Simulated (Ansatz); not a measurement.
AlN:

```xyz
4
Lattice="3.1130 0.0000 0.0000 -1.5565 2.6959 0.0000 0.0000 0.0000 4.9810" Properties=species:S:1:pos:R:3 pbc="T T T"
Al    1.5565    0.8986    2.4905
Al    0.0000    1.7973    0.0000
N     1.5565    0.8986    4.3833
N     0.0000    1.7973    1.8928
```

Base run:

- Program: Ansatz 0.2.0
- Functional: PBE
- Potentials or basis: all-electron LAPW, scalar-relativistic
- Cutoff: 346 eV (chosen from the basis error)
- Basis error allowed: 0.002 eV/atom
- k mesh: 10 × 10 × 6
- Occupations: fermi-dirac, width 0.05 eV
- Spin: no spin polarisation

Its results: band gap on the k mesh 4.22 eV, direct; pressure 3.6 GPa; largest force 0.129 eV/Å.

Problem. The run is repeated on the same cell with these changes: functional from PBE to LDA. What comes out?

Solution. Band gap on the k mesh 4.24 eV, direct; pressure -4.6 GPa; largest force 0.117 eV/Å.

LDA binds more tightly than PBE, so the same cell stands under less pressure.
